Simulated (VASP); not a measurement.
# Co: single point with PBE

Crystal: Co.

```
CELL_PARAMETERS angstrom
2.47056 0.00000 0.00000
-1.23528 2.13957 0.00000
0.00000 0.00000 8.08823
ATOMIC_POSITIONS crystal
Co 0.66667 0.33333 0.75000
Co 0.00000 0.00000 0.50000
Co 0.33333 0.66667 0.25000
Co 0.00000 0.00000 0.00000
```

```
Program             : VASP 6.6.1
Task                : single point
Functional          : PBE
Potentials or basis : VASP PAW PBE potentials, release 64 (Co)
Cutoff              : 520 eV
k mesh              : 12 × 12 × 4
Occupations         : fermi-dirac, width 0.05 eV
Spin                : collinear spin, ferromagnetic start
Starting moments    : [2.0, 2.0, 2.0, 2.0] μB
```

| Quantity | Value |
| --- | --- |
| Pressure | 3.8 GPa |
| Band gap on the k mesh | none (metal or under the smearing width) |
| Net moment | 6.57 μB per cell |
| Site moments | Co +1.67, +1.65 μB |
| Valence electrons inside the program's atomic spheres | Co 8.30 |

Stress tensor (GPa, compression positive):
```
5.07 0.00 0.00
0.00 5.07 0.00
0.00 0.00 1.25
```

Levels at points of the mesh, in eV from the Fermi level:
Spin up:
| k point | band 20 | band 21 | band 22 | band 23 | band 24 | band 25 |
| --- | --- | --- | --- | --- | --- | --- |
| (0.00, 0.00, 0.00) | -1.20 | -1.20 | -0.81 | -0.81 | -0.29 | 6.25 |
| (0.50, 0.00, 0.00) | -0.53 | 0.28 | 1.39 | 2.50 | 3.13 | 7.05 |
| (0.00, 0.00, 0.50) | -1.67 | -0.98 | -0.98 | -0.98 | -0.98 | 9.25 |
| (0.50, 0.00, 0.50) | -0.57 | 1.25 | 1.25 | 2.82 | 2.82 | 7.40 |
Spin down:
| k point | band 12 | band 13 | band 14 | band 15 | band 16 | band 17 |
| --- | --- | --- | --- | --- | --- | --- |
| (0.00, 0.00, 0.00) | -0.84 | -0.84 | -0.80 | -0.80 | -0.33 | 0.07 |
| (0.50, 0.00, 0.00) | -0.09 | -0.05 | 0.52 | 1.21 | 1.23 | 1.24 |
| (0.00, 0.00, 0.50) | -1.04 | -0.94 | -0.94 | -0.94 | -0.94 | 0.25 |
| (0.50, 0.00, 0.50) | -0.84 | -0.24 | -0.24 | 0.83 | 0.83 | 1.22 |

It took 80 s on 1 thread of Intel(R) Xeon(R) 6975P-C (Granite Rapids), on a shared host, peak memory 0.22 GiB.
